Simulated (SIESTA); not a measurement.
Crystal: Rh.

```
Rh
1.0
     0.00000    1.89785    1.89785
     1.89785    0.00000    1.89785
     1.89785    1.89785    0.00000
Rh
1
Direct
  0.00000 0.00000 0.00000
```

Program: SIESTA 5.4.2. Alike in all runs: task band structure; level PBE; no spin polarisation; cell as given; k mesh 12 × 12 × 12; smearing fermi-dirac 0.05 eV; grid cutoff 800 Ry; energy shift 0.003 Ry.

Problem. Order these runs on this cell by their pressure, lowest first.
A. potentials or basis PseudoDojo 0.4 standard (PBE files), SZ (energy shift 0.003 Ry)
B. potentials or basis PseudoDojo 0.4 standard (PBE files), DZ (energy shift 0.003 Ry; two zetas on semicore shells)
C. potentials or basis PseudoDojo 0.4 standard (PBE files), SZP (energy shift 0.003 Ry)
D. potentials or basis PseudoDojo 0.4 standard (PBE files), DZDP (energy shift 0.003 Ry; two zetas on semicore shells)

Solution. B (8.2 GPa), D (11.3 GPa), C (17.2 GPa), A (24.4 GPa).

Caveats: the basis of atomic orbitals isn't converged, which shifts pressures, moduli and gaps; the basis has no polarisation orbitals (some runs).
